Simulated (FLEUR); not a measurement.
**In: equation of state with LDA**

The system is In.

```
CELL_PARAMETERS angstrom
1.66964 0.96397 8.20746
-1.66964 0.96397 8.20746
0.00000 -1.92793 8.20746
ATOMIC_POSITIONS crystal
In 0.22199 0.22199 0.22199
In 0.77801 0.77801 0.77801
In 0.00000 0.00000 0.00000
```

This isn't the form of In at room conditions, which is tetragonal.

```yaml
Program: FLEUR MaX-R8.1 (later development tree)
Task: equation of state
Functional: LDA
Potentials_or_basis: all-electron
Basis: FLAPW
Kmax: 4.1 1/bohr
k_mesh: 9 × 9 × 9
Occupations: fermi-dirac, width 0.05 eV
Spin: no spin polarisation
Gmax: 12.7 1/bohr
Muffin-tin_radii: In 2.66 bohr
lmax: In 10
lnonsphr: In 10
Local_orbitals_a_species: In 5
```

| Item | Value |
| --- | --- |
| Equilibrium volume | 24.72 Å³/atom (rough: see the caveat) |
| Bulk modulus at fixed shape and positions | 48 GPa (rough) |

Energy against volume, from the lowest point:
| volume (Å³/atom) | energy (meV/atom) |
| --- | --- |
| 24.834 | 0.00 |
| 25.363 | 2.32 |
| 26.419 | 15.36 |
| 27.476 | 37.43 |
| 28.005 | 51.18 |

Caveat: the minimum lies outside the volumes run; the cell was scaled at fixed shape and fractional positions, which overstates the stiffness of a crystal with free parameters, most of all of layers and chains.
